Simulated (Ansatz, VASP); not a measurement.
# CuO (Tenorite): VASP beside Ansatz

```
Cu O
1.0
     2.31020   -1.68817    0.00000
     2.31020    1.68817    0.00000
    -0.83854    0.00000    4.98951
Cu O
2 2
Direct
  0.50000 0.00000 0.50000
  0.00000 0.50000 0.00000
  0.41840 0.58160 0.75000
  0.58160 0.41840 0.25000
```

Alike in both runs: task single point; functional PBEsol; dispersion D4; k mesh 10 × 10 × 5; occupations fermi-dirac, width 0.05 eV; no spin polarisation.

```csv
,VASP,Ansatz
version,VASP 6.6.1,Ansatz 0.2.0
potentials or method,"VASP PAW PBE potentials, release 64 (Cu, O)",Ansatz PAW
plane-wave cutoff (eV),520,420
valence electrons in the cell,34,50
```

Ansatz gave:

| Property | Result |
| --- | --- |
| gap on the k mesh at the Fermi level (eV) | none |
| pressure (GPa) | 2.3 |
| largest component of the traceless stress (GPa) | 1.57 |
| rms of the force components (eV/Å) | 0.094 |
| dispersion energy (meV/atom) | -188.0 |

Task: Estimate VASP's values.

Result: gap on the k mesh at the Fermi level (eV): none; pressure (GPa): 3.1; largest component of the traceless stress (GPa): 1.65; rms of the force components (eV/Å): 0.075; dispersion energy (meV/atom): -187.9.

Atom by atom the forces differ by 0.018 eV/Å (rms over components). A gap of «none» marks a metal or a gap that the smearing closes. The two sets of potentials don't hold the same shells in valence.

Caveats: the run has no spin polarisation, though such a crystal can be magnetic; semilocal functionals often make such compounds metallic where correlation or magnetic order opens a gap, which also shifts bond lengths; pairwise dispersion overbinds metals, which lowers pressure and volume; the PAW data sets were made with another functional, which shifts forces and pressure a little (VASP); the pressure holds a Pulay correction of +0.8 GPa for the finite cutoff (Ansatz); the PAW data sets come from PBE, with cores solved anew for the run's functional, which leaves a small shift of forces and pressure (Ansatz). With open d or f shells a metallic result of PBEsol can be an artefact of self-interaction; +U or a hybrid may open a gap.
